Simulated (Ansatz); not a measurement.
# GaP (F-43m) in Ansatz: further runs

One crystal, GaP, is run at these levels: PBE, PBE+D3(BJ), PBE+D4; tasks: single point, relaxation of cell and atoms.

All numbers are computed with Ansatz 0.2.0; they aren't measurements. Logs are shortened: lines on timing, memory, paths and dates and some standing lists are left out, and cuts for length are marked.

**Experimental background.**

From “Stacking defects in GaP nanowires: Electronic structure and optical properties”, 2018, arxiv:1810.01194, for a bulk crystal of GaP at 10 K: band gap 2.34 eV (indirect).

The runs below are set against these values where they give the same quantity.

### Step 1. Starting point

It takes space group F-43m (No. 216, cubic). The conventional cell has a = 5.451 Å, b = 5.451 Å, c = 5.451 Å, α = 90.00°, β = 90.00°, γ = 90.00°. Ga (site symmetry -43m) has 4 P at 2.36 Å as nearest neighbours. P (site symmetry -43m) has 4 Ga at 2.36 Å as nearest neighbours.

### Step 2. Single point, PBE

The input, input.yaml:

```yaml
crystal:
  lattice:
    - [0.0, 2.72525, 2.72525]
    - [2.72525, 0.0, 2.72525]
    - [2.72525, 2.72525, 0.0]
  atoms:
    - { symbol: Ga, position: [0.0, 0.0, 0.0] }
    - { symbol: P, position: [0.75, 0.75, 0.75] }
hamiltonian:
  xc: pbe
  pseudopotentials: { kind: paw }
kpoints:
  mp_grid: { grid: [8, 8, 8] }
scf:
  occupations: { method: gaussian, width: 0.028 }
output:
  forces: true
  stress: true
  eigenvalues: true
```

Potentials or basis: Ansatz PAW.

Command:

```
$ ansatz run input.yaml --threads 2 --pin off --max-ram 5632MiB --backend cpu --events-out ev --progress --plain --runs-dir out
```

Output:

```text
Warning: RAYON_NUM_THREADS=2 ignored (pool sized by the plan → 2); use --threads N
Engine: ansatz 0.2.0, x86_64-unknown-linux-gnu
Pseudopotentials: kind: paw
Pseudopotential: Ga, paw, valence charge 13, recommended cutoff 420 eV (normal), Ga.paw.azcp
Pseudopotential: P, paw, valence charge 5, recommended cutoff 420 eV (normal), P.paw.azcp
Functional definition: PBE
  parameter kappa = 0.804
  parameter beta = 0.06672455060314922
  exchange = pbe_x(kappa = kappa, mu = beta*pi^2/3)
  correlation = pbe_c(beta = beta)
Crystal: 2 atoms, lattice volume = 40.481 Å³
Basis set: ecut = 420 eV, 749 PW (Γ), exchange–correlation on 54×54×54 points (8 copies of the dense FFT grid, shifted against one another)
Bands: 13, of which v1, the nominal top of the filled ones, is band 9 counted from 1 (8 counted from 0)
Symmetry: 24 space group operations
Space group: F-43m (ITA 216), of the structure as read, at distance tolerance 3.4e-5 Å
k-points: 29 of 512 (time reversal used)
Non-local potential: Ga, projectors of the file, l = 0: 2, l = 1: 2, l = 2: 3, l = 3: 1
Non-local potential: P, projectors of the file, l = 0: 2, l = 1: 2, l = 2: 2
PAW form: soft (Blöchl's): semilocal exchange-correlation on the pseudo side does not see the compensation charge
PAW one-centre angular grid: Ga, 590 points (default); XC on 64 Gauss nodes
PAW one-centre angular grid: P, 110 points (default); XC on 64 Gauss nodes
Initial density: superposition of atomic densities (neutral atoms: chi_scale 0, normalization atom), corrected by the library's trained network
Initial wavefunctions: pseudopotential atomic-orbital guess
Functional: x = pbe(κ = 0.804, μ = 0.2195149727645171), c = pbe(β = 0.06672455060314922)
SCF iter   1: F=—  HF=-4539.548923 eV  |F-HF|=—  |Δ(HF+E_count)|=         —  Δρ=1.57e-3  dr2=1.34e-3  ethr=1.77e-3  ⟨swp⟩=6.4  Hψ=2563  notcnv=0
preconditioner: auto → none  [insulator: Δε(μ)=1.630 eV  Ē_g=15.513 eV  σ=0.028 eV  W_gap=1.00  n_scr=14 (ndim 8)  ℏωp=24.8 eV  f_vac=0.011  D(μ)=0.00/eV (n_scr^D=0)  ε∞_Penn≈3.5]
SCF iter   2: F=—  HF=-4539.548045 eV  |F-HF|=—  |Δ(HF+E_count)|=   8.79e-4  Δρ=1.30e-3  dr2=4.64e-4  ethr=7.42e-6  ⟨swp⟩=2.3  Hψ=996  notcnv=0
SCF iter   3: F=—  HF=-4539.547842 eV  |F-HF|=—  |Δ(HF+E_count)|=   2.03e-4  Δρ=4.33e-4  dr2=5.78e-5  ethr=2.58e-6  ⟨swp⟩=2.1  Hψ=632  notcnv=0
SCF iter   4: F=—  HF=-4539.547891 eV  |F-HF|=—  |Δ(HF+E_count)|=   4.86e-5  Δρ=1.27e-4  dr2=4.34e-6  ethr=3.21e-7  ⟨swp⟩=2.0  Hψ=638  notcnv=0
SCF iter   5: F=—  HF=-4539.547891 eV  |F-HF|=—  |Δ(HF+E_count)|=   1.20e-7  Δρ=3.15e-5  dr2=4.30e-7  ethr=2.41e-8  ⟨swp⟩=2.0  Hψ=636  notcnv=0
SCF iter   6: F=-4539.547891 eV  HF=-4539.547891 eV  |F-HF|=2.18e-8  |Δ(HF+E_count)|=   4.57e-7  Δρ=1.07e-5  dr2=2.85e-8  ethr=5.56e-10  ⟨swp⟩=7.0  Hψ=2014  notcnv=0
SCF 1 converged in 6 iterations: F = -4539.547891 eV  dr2 = 2.85e-8
SCF converged after 6 iterations
Free energy (F): -4539.547891 eV
Harris-Foulkes:  -4539.547891 eV  (|F-HF|=2.18e-8)
Internal energy: -4539.547891 eV  (E = F + TS)
E sigma→0 (E₀):  -4539.547891 eV
Fermi energy:    7.906865 eV
--- Per-component energies (eV) ---
  E_band       = -58.220045
  E_kinetic    = 186.315151
  E_local      = -2200.454338  (includes V_loc(G=0)·N_el)
  E_nonlocal   = 458.831765
  E_hartree    = 1017.548654
  E_xc         = -130.787460
  E_vxc        = -119.039702  (∫ρ·V_xc dr)
  E_paw        = -2558.356616  (= ΣΔE_a)
  E_vpaw       = -418.962788  (= ΣTr[D̂ρ^β])
  E_aug_tail   = -0.000104  (compensation charges beyond the density's cutoff)
  E_ewald      = -1312.644944
  E_smearing   = -0.000000  (= −TS)
  E_closure    = -0.000000  (closes the sum)
  Σ components = -4539.547891   (vs F -4539.547891, Δ=0.00e0)
--- Forces (eV/Å), atoms counted from 1 ---
  atom   1  Ga    -0.00000000     0.00000000     0.00000000
  atom   2  P      0.00000000    -0.00000000    -0.00000000
  max |Σ_I F_I| component: 5.55e-17 eV/Å
--- Stress (GPa, compression-positive) ---
        2.505251       0.000000      -0.000000
        0.000000       2.505251       0.000000
       -0.000000       0.000000       2.505251
  P = ⅓ Tr σ = 2.5053 GPa (25.053 kbar)
--- Band table (eV; the first three rows and the last of 29) ---
  k-point 0: bands = ["-7.4455", "-7.4455", "-7.4455", "-7.3458", "-7.3458", "-5.4064", "7.0859", "7.0859", "7.0859", "8.9143", "10.9710", "10.9710", "10.9710"]
  k-point 1: bands = ["-7.4594", "-7.4408", "-7.4408", "-7.3459", "-7.3459", "-5.2039", "5.4583", "6.8561", "6.8561", "9.5376", "11.3201", "11.3201", "11.5529"]
  k-point 2: bands = ["-7.4900", "-7.4307", "-7.4307", "-7.3446", "-7.3446", "-4.6303", "3.2111", "6.4234", "6.4234", "9.2434", "11.8254", "11.8254", "13.4328"]
  k-point 28: bands = ["-7.5449", "-7.4067", "-7.3856", "-7.3610", "-7.3371", "-2.3485", "0.5382", "3.5112", "3.6661", "11.7870", "11.9484", "13.1883", "13.2302"]
```

Wall time 5 s (2 threads of Intel Xeon at 2.50GHz (Skylake/Cascade Lake), shared host); peak memory 0.32 GiB.

Results:

```
Free energy            : -4539.5479 eV
Pressure               : 2.5 GPa
Band gap on the k mesh : 1.64 eV, indirect (least direct gap 1.83 eV)
```

### Step 3. Relaxation of cell and atoms, PBE+D3(BJ)

input.yaml: that of step 2 with these lines changed.

```diff
@@ -11,2 +11,3 @@
   pseudopotentials: { kind: paw }
+  dispersion: d3bj
 kpoints:
@@ -14,3 +15,3 @@
 scf:
-  occupations: { method: gaussian, width: 0.028 }
+  occupations: { method: fermi_dirac, width: 0.05 }
 output:
@@ -18,2 +19,5 @@
   stress: true
-  eigenvalues: true
+relax:
+  f_tol: 0.01
+  max_steps: 40
+  cell: { stress_tol: 0.05 }
```

Potentials or basis: Ansatz PAW.

Command:

```
$ ansatz run input.yaml --threads 2 --pin off --max-ram 5632MiB --backend cpu --events-out ev --progress --plain --runs-dir out
```

It took 19 s on 2 threads of Intel Xeon at 2.50GHz (Skylake/Cascade Lake), shared host; peak memory 0.34 GiB.

It converged, with:

```yaml
Free_energy: -4540.1811 eV
Relaxed_volume: 20.19 Å³/atom
Relaxed_cell: a = 3.851 Å, b = 3.851 Å, c = 3.851 Å, α = 60.00°, β = 60.00°, γ = 60.00°
Space_group_after_relaxing_to_0.05_Å: F-43m (No. 216)
Energy_gained_by_relaxing: 0.0 meV/atom
Ionic_steps: 4
Pressure_after_relaxing: 0.0 GPa
Band_gap_on_the_k_mesh: 1.64 eV
```

Final structure:
```
CELL_PARAMETERS angstrom
0.00000 2.72292 2.72292
2.72292 0.00000 2.72292
2.72292 2.72292 0.00000
ATOMIC_POSITIONS crystal
Ga 0.00000 0.00000 0.00000
P 0.75000 0.75000 0.75000
```

Caveat: the plane-wave basis is chosen anew once the cell has moved, so the energies of steps on either side of that aren't comparable.

### Step 4. Relaxation of cell and atoms, PBE+D4

input.yaml: that of step 3 with these lines changed.

```diff
@@ -11,3 +11,3 @@
   pseudopotentials: { kind: paw }
-  dispersion: d3bj
+  dispersion: d4
 kpoints:
```

Command:

```
$ ansatz run input.yaml --threads 2 --pin off --max-ram 5632MiB --backend cpu --events-out ev --progress --plain --runs-dir out
```

Run time: 19 s. Hardware: 2 threads of Intel Xeon at 2.50GHz (Skylake/Cascade Lake), shared host; peak memory 0.34 GiB.

Results (log left out):

| Quantity | Value |
| --- | --- |
| Free energy | -4540.3754 eV |
| Relaxed volume | 20.05 Å³/atom |
| Relaxed cell | a = 3.842 Å, b = 3.842 Å, c = 3.842 Å, α = 60.00°, β = 60.00°, γ = 60.00° |
| Space group after relaxing (to 0.05 Å) | F-43m (No. 216) |
| Energy gained by relaxing | 0.5 meV/atom |
| Ionic steps | 4 |
| Pressure after relaxing | 0.0 GPa |
| Band gap on the k mesh | 1.63 eV |

Step by step:
| step | energy change (eV) | largest force (eV/Å) | volume (Å³) |
| --- | --- | --- | --- |
| 1 | 0.0000 | 0.0000 | 40.48 |
| 2 | -0.0009 | 0.0000 | 40.21 |
| 3 | -0.0011 | 0.0000 | 40.10 |
| 4 | -0.0010 | 0.0000 | 40.10 |

Final structure:
```yaml
crystal:
  lattice:
    - [0.00000, 2.71661, 2.71661]
    - [2.71661, 0.00000, 2.71661]
    - [2.71661, 2.71661, 0.00000]
  atoms:
    - { symbol: Ga, position: [0.00000, 0.00000, 0.00000] }
    - { symbol: P, position: [0.75000, 0.75000, 0.75000] }
```

Caveat: the plane-wave basis is chosen anew once the cell has moved, so the energies of steps on either side of that aren't comparable. A k mesh can miss the band edges.

### Step 5. Overview

| task | level | cell | smearing | gap on the mesh (eV) | pressure (GPa) | relaxed volume (Å³/atom) |
| --- | --- | --- | --- | --- | --- | --- |
| single point | PBE | as given | gaussian 0.028 eV | 1.64 | 2.5 | - |
| relaxation of cell and atoms | PBE+D3(BJ) | relaxed | fermi-dirac 0.05 eV | 1.64 | 0.0 | 20.19 |
| relaxation of cell and atoms | PBE+D4 | relaxed | fermi-dirac 0.05 eV | 1.63 | 0.0 | 20.05 |

Alike in all rows: potentials or basis Ansatz PAW; no spin polarisation; k mesh 8 × 8 × 8; cutoff (eV) 420.

Caveats: the plane-wave basis is chosen anew once the cell has moved, so the energies of steps on either side of that aren't comparable (some runs).

Absolute energies hang on the potentials; compare differences alone.

### Step 6. Against experiment

Step 2. A measured gap of GaP is 2.34 eV (indirect; 10 K; quoted in “Stacking defects in GaP nanowires: Electronic structure and optical properties”, 2018, arxiv:1810.01194); the calculated 1.64 eV misses it by -0.70 eV. Spin-orbit coupling on Ga is left out. The value is that of PBE on a finite k mesh, which can miss the band edges, without temperature or zero-point motion. Semilocal functionals fall short of measured gaps as a rule.
